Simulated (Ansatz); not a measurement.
**AlGa3As4: the cell at several levels of theory**

Aim: relax AlGa3As4, ordered on the zincblende lattice (P-43m) with 8 atoms a cell with PBE and r2SCAN and see how far the functionals disagree on the cell. This is a trial cell built on a prototype, not taken from a measured structure, and it needn't be the compound's ground state.

Code: Ansatz 0.2.0. PAW datasets, plane waves, zero pressure. The structure was generated, not taken from experiment, and needn't be the ground state; spin polarisation is off.

## Step 1: The system as given

This is the cell as the run starts from it, not yet at rest; its lengths are not the crystal's.

Space group P-43m (No. 215), cubic; a = 5.473 Å in the conventional setting, 20.49 Å³ an atom. Near Al stand 4 As at 2.37 Å; near As stand 1 Al at 2.37 Å and 3 Ga at 2.37 Å; near Ga stand 4 As at 2.37 Å.

As a file:

```
CELL_PARAMETERS angstrom
5.47259 0.00000 0.00000
0.00000 5.47259 0.00000
0.00000 0.00000 5.47259
ATOMIC_POSITIONS crystal
Al 0.00000 0.00000 0.00000
As 0.25000 0.25000 0.25000
Ga 0.50000 0.50000 0.00000
As 0.75000 0.75000 0.25000
Ga 0.50000 0.00000 0.50000
As 0.75000 0.25000 0.75000
Ga 0.00000 0.50000 0.50000
As 0.25000 0.75000 0.75000
```

## Step 2: Relaxing with PBE

The input, input.yaml:

```yaml
crystal:
  lattice:
    - [5.4725877316, 0.0, 0.0]
    - [0.0, 5.4725877316, 0.0]
    - [0.0, 0.0, 5.4725877316]
  atoms:
    - { symbol: Al, position: [0.0, 0.0, 0.0] }
    - { symbol: As, position: [0.25, 0.25, 0.25] }
    - { symbol: Ga, position: [0.5, 0.5, 0.0] }
    - { symbol: As, position: [0.75, 0.75, 0.25] }
    - { symbol: Ga, position: [0.5, 0.0, 0.5] }
    - { symbol: As, position: [0.75, 0.25, 0.75] }
    - { symbol: Ga, position: [0.0, 0.5, 0.5] }
    - { symbol: As, position: [0.25, 0.75, 0.75] }
kpoints:
  mp_grid: { grid: [4, 4, 4] }
hamiltonian:
  xc: pbe
scf:
  occupations: { method: fermi_dirac, width: 0.02 }
relax:
  f_tol: 0.005
  cell: {}
```

On the command line:

```
$ ansatz run input.yaml --threads 2 --pin off --max-ram 29491MiB --backend cpu --events-out ev --progress --plain --runs-dir out
```

After this run come: r2SCAN: cell and atoms.

Before running it: what results should come out? Wanted: for each run, a; volume; space group; SCF geometries.

As calculated:

```
 level  a (Å)  volume (Å³/atom)  space group  SCF geometries
   PBE  5.740            23.644        P-43m               7
r2SCAN  5.670            22.786        P-43m               4
```

In words: The first relaxation changed the volume by +15.4 % from the start. The volume runs from r2SCAN (least) to PBE (most), a spread of 3.8 %, or 1.2 % in length if all axes shared it alike.
